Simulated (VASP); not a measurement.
Runs of VASP 6.6.1 on HfN. The structure is cubic, space group F-43m (No. 216). Conventional cell: a = 4.910 Å, b = 4.910 Å, c = 4.910 Å, α = 90.00°, β = 90.00°, γ = 90.00°. Hf (site symmetry -43m) is surrounded by 4 N at 2.13 Å. Around N (site symmetry -43m) lie 4 Hf at 2.13 Å. The cell comes from a database or a generator and needn't be the stable form of this composition.

| task | level | potentials or basis | spin | cell | k mesh | cutoff (eV) | smearing | optimiser | grid for exact exchange (PRECFOCK) | exchange at q = 0 | ions in elastic constants | other keys | mesh quality | gap on the mesh (eV) | pressure (GPa) | largest force (eV/Å) |
| --- | --- | --- | --- | --- | --- | --- | --- | --- | --- | --- | --- | --- | --- | --- | --- | --- |
| electrostatic potential | PBEsol+rVV10 | VASP PAW PBE potentials, release 64 (Hf_pv, N) | off | atoms moved at random, drawn with an rms of 0.1 Å | 9 × 9 × 9 | 450 | fermi-dirac 0.02 eV | - | - | - | - | ENCUT = 450 | not flagged | none | - | 1.43 |
| single point | PBEsol | VASP PAW PBE potentials, release 64 (Hf_pv, N) | off | cell strained at random at fixed volume | 9 × 9 × 9 | 800 | gaussian 0.1 eV | - | - | - | - | ENCUT = 800 | not flagged | none | -5.2 | 0.58 |
| single point | PBE | VASP PAW PBE potentials, release 64 (Hf_sv_GW, N_GW) | off | as given | 9 × 9 × 9 | 550 | gaussian 0.1 eV | - | - | - | - | - | not flagged | none | 1.0 | - |
| relaxation of the atoms | PBE+D3 | VASP PAW PBE potentials, release 64 (Hf_pv, N) | off | atoms relaxed from: atoms moved at random, drawn with an rms of 0.1 Å | 9 × 9 × 9 | 520 | gaussian 0.01 eV | FIRE | - | - | - | - | not flagged | none | -3.8 | - |
| electric field gradients | PBE0+TS | VASP PAW PBE potentials, release 64 (Hf_pv, N_s) | SOC, no magnetisation | as given | 5 × 5 × 5 | 400 | gaussian 0.1 eV | - | Fast | truncated | - | - | coarse | - | (a) | - |

Q: Estimate the missing entries.

A: (a) -10.3.

Caveats: some runs use coarse meshes; the PAW data sets were made with another functional, which shifts forces and pressure a little (some runs); pairwise dispersion overbinds metals, which lowers pressure and volume (some runs); the cutoff is under 1.25 times the usual one of these potentials, so pressure, stress and relaxed cells hold a basis-set (Pulay) error (some runs).

A k mesh can miss the band edges, and rows without SOC leave out spin-orbit coupling on Hf.

A gap of «none» marks a metal or a gap under the smearing width.

The runs don't all hold the same shells in valence.
